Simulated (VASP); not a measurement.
## MgB2: relaxation of cell and atoms with LDA

The system is MgB2.

```
CELL_PARAMETERS angstrom
3.08500 0.00000 0.00000
-1.54250 2.67169 0.00000
0.00000 0.00000 3.52300
ATOMIC_POSITIONS crystal
Mg 0.00000 0.00000 0.00000
B 0.33333 0.66667 0.50000
B 0.66667 0.33333 0.50000
```

* Program: VASP 6.6.1
* Task: relaxation of cell and atoms
* Functional: LDA
* Potentials or basis: VASP PAW LDA potentials, release 64 (Mg, B)
* Cutoff: 600 eV
* k mesh: 15 × 15 × 10
* Occupations: methfessel-paxton, width 0.1 eV
* Spin: no spin polarisation
* Further INCAR settings: ALGO = Normal; EDIFF = 1e-06; IBRION = 2; EDIFFG = -0.01; NSW = 90; ISIF = 3

- Relaxed volume: 9.16 Å³/atom
- Relaxed cell: a = 3.029 Å, b = 3.029 Å, c = 3.458 Å, α = 90.00°, β = 90.00°, γ = 120.00°
- Space group after relaxing (to 0.05 Å): P6/mmm (No. 191)
- Energy gained by relaxing: 13.9 meV/atom
- Ionic steps: 5
- Pressure after relaxing: 0.0 GPa
- Band gap on the k mesh: none (metal or under the smearing width)

Step by step:
```csv
step,energy change (eV),largest force (eV/Å),pressure (GPa),volume (Å³)
1,0.0000,0.0000,-8.29,29.04
2,-0.0330,0.0000,3.70,26.98
3,-0.0407,0.0000,-0.22,27.58
4,-0.0417,0.0000,-0.03,27.50
5,-0.0418,0.0000,0.01,27.48
```

Final structure:
```
Mg B
1.0
     3.02941    0.00000    0.00000
    -1.51470    2.62354    0.00000
     0.00000    0.00000    3.45811
Mg B
1 2
Direct
  0.00000 0.00000 0.00000
  0.33333 0.66667 0.50000
  0.66667 0.33333 0.50000
```

Levels at points of the mesh, in eV from the Fermi level:
```csv
k point,band 2,band 3,band 4,band 5,band 6,band 7
"(0.00, 0.00, 0.00)",-2.98,0.43,0.43,1.85,6.55,6.55
"(0.00, 0.00, 0.50)",-7.62,0.83,0.83,6.86,6.86,8.28
```

Wall time 96 s on 1 thread of Intel(R) Xeon(R) Platinum 8488C (Sapphire Rapids), with other jobs on the host, peak memory 0.19 GiB.

LDA usually gives volumes a few per cent too small. Zero-point motion and thermal expansion aren't in these numbers.
